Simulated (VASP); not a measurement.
**LiF: single point with PBE**

LiF:

```
CELL_PARAMETERS angstrom
0.10469 2.06768 2.06768
2.06768 0.10469 2.06768
2.06768 2.06768 0.10469
ATOMIC_POSITIONS crystal
Li 0.00000 0.00000 0.00000
F 0.50000 0.50000 0.50000
```

- Program: VASP 6.6.1
- Task: single point
- Functional: PBE
- Potentials or basis: VASP PAW PBE potentials, release 64 (Li_sv, F)
- Cutoff: 520 eV
- k mesh: 12 × 12 × 12
- Occupations: gaussian, width 0.05 eV
- Spin: no spin polarisation
- Dipole correction: no
- Further INCAR settings: ALGO = Normal; EDIFF = 1e-07; NBANDS = 12

The band gap on the k mesh is 8.89 eV, direct.

Levels at points of the mesh, in eV from the valence-band top:
```tsv
k point	band 2	band 3	band 4	band 5	band 6	band 7	band 8	band 9
(0.00, 0.00, 0.00)	-20.14	-0.46	0.00	0.00	8.89	22.60	22.93	24.13
(0.50, 0.00, 0.00)	-19.65	-2.66	-0.56	-0.32	10.45	16.85	18.06	18.88
(0.50, 0.50, 0.00)	-19.42	-3.16	-1.37	-0.92	14.54	16.18	17.43	19.69
(0.50, 0.50, 0.50)	-19.82	-2.74	-0.16	-0.16	10.92	15.72	19.73	19.73
```

Run time: 24 s on 1 thread of AMD EPYC 9R45 96-Core Processor (Zen 5), with other jobs on the host, peak memory 0.12 GiB.

 A hybrid or GW would open this gap; PBE tends to underestimate it.
